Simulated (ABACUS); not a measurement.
## Fe: single point with PBE

Fe:

```
CELL_PARAMETERS angstrom
2.43416 0.00000 0.00000
-1.21708 2.10804 0.00000
0.00000 0.00000 3.84193
ATOMIC_POSITIONS crystal
Fe 0.66667 0.33333 0.75000
Fe 0.33333 0.66667 0.25000
```

This isn't the form of Fe at room conditions, which is bcc.

```json
{
 "Program": "ABACUS 3.10.1",
 "Task": "single point",
 "Functional": "PBE",
 "Potentials or basis": "PseudoDojo NC SR 0.4.1 PBE standard",
 "Cutoff": "1361 eV",
 "Density cutoff": "5442 eV",
 "Basis": "TZDP LCAO (the cutoffs set its grid)",
 "k mesh": "8 × 8 × 5",
 "Occupations": "fermi-dirac, width 0.05 eV",
 "Spin": "collinear spin, ferromagnetic start",
 "Starting moments": "[3.0, 3.0] μB"
}
```

The pressure is 10.9 GPa and the band gap on the k mesh is none (metal or under the smearing width). The net moment is 0.00 μB per cell and the absolute moment is 0.00 μB per cell.

Stress tensor (GPa, compression positive):
```
10.49  0.00  0.00
 0.00 10.49  0.00
 0.00  0.00 11.86
```

Levels at points of the mesh, in eV from the Fermi level:
Spin up:
```csv
k point,band 13,band 14,band 15,band 16,band 17,band 18,band 19,band 20
"(0.00, 0.00, 0.00)",-1.51,-1.16,-1.16,-0.81,-0.81,0.57,0.85,0.85
"(0.50, 0.50, 0.00)",-1.99,-1.52,-1.03,0.96,1.20,1.25,2.88,5.09
```
Spin down:
```tsv
k point	band 12	band 13	band 14	band 15	band 16	band 17	band 18	band 19	band 20	band 21
(0.00, 0.00, 0.00)	-1.66	-1.51	-1.16	-1.16	-0.81	-0.81	0.57	0.85	0.85	9.23
(0.50, 0.50, 0.00)	-2.10	-1.99	-1.52	-1.03	0.96	1.20	1.25	2.88	5.09	11.60
```

It took 69 s on 4 MPI ranks on Intel(R) Xeon(R) Platinum 8175M CPU @ 2.50GHz (Skylake/Cascade Lake), with other jobs on the host, peak memory 0.52 GiB a rank.

Caveat: the k mesh is coarse (spacing up to 0.37 Å⁻¹), so the values aren't converged; the atomic orbitals were generated for these runs and aren't a published set; the starting moments collapsed, and a magnetic state may lie lower; the basis of atomic orbitals isn't converged, which shifts pressures, moduli and gaps.
